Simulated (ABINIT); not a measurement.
Wanted: the native input for an ABINIT 10.8.3 (patched build) run.

| Item | Value |
| --- | --- |
| Task | band structure |
| Functional | PBEsol |
| Potentials or basis | PseudoDojo NC SR PBEsol v0.4.1 standard |
| Cutoff | 1143 eV |
| k mesh | 11 × 11 × 11 |
| Occupations | fermi-dirac, width 0.05 eV |
| Spin | no spin polarisation |

Ti:

```
CELL_PARAMETERS angstrom
-1.64100 1.64100 1.64100
1.64100 -1.64100 1.64100
1.64100 1.64100 -1.64100
ATOMIC_POSITIONS crystal
Ti 0.00000 0.00000 0.00000
```

This isn't the form of Ti at room conditions, which is hcp.

These files were run (other wordings do the same):

run.abi

```
ndtset 2

pp_dirpath "./"
pseudos "Ti.upf"

acell 3*1.0 Angstrom
rprim
    -1.6410000000     1.6410000000     1.6410000000
     1.6410000000    -1.6410000000     1.6410000000
     1.6410000000     1.6410000000    -1.6410000000
ntypat 1
znucl 22
natom 1
typat 1
xred
     0.0000000000     0.0000000000     0.0000000000

ecut 42.0

ixc -116133

occopt 3
tsmear 0.05 eV

nstep 100

iomode 3
prtwf 0
prteig 0
prtebands 0
prtden1 1
prtvha1 1
prtvclmb1 1
prtpot1 1
prtelf1 1

kptopt1 1
ngkpt1 11 11 11
nshiftk1 1
shiftk1 0.0 0.0 0.0
nband1 10
tolvrs1 1.0e-10

iscf2 -2
getden2 1
nband2 16
nbdbuf2 4
tolwfr2 1.0e-11
kptopt2 -5
ndivsm2 8
prteig2 1
kptbounds2
     0.0000000000     0.0000000000     0.0000000000
     0.5000000000    -0.5000000000     0.5000000000
     0.0000000000     0.0000000000     0.5000000000
     0.0000000000     0.0000000000     0.0000000000
     0.2500000000     0.2500000000     0.2500000000
     0.5000000000    -0.5000000000     0.5000000000
```

Potentials or basis: PseudoDojo NC SR PBEsol v0.4.1 standard.

Run with:

```bash
$ abinit run.abi > log 2>&1
```

It gave:

| Property | Result |
| --- | --- |
| Pressure | -6.7 GPa |
| Band gap on the k mesh | none (metal or under the smearing width) |
| Valence electrons inside the program's atomic spheres | Ti 9.52 (radii [1.0584] Å) |

Wall time 48 s on 1 thread of Arm Neoverse N1 (shared host), peak memory 0.12 GiB.
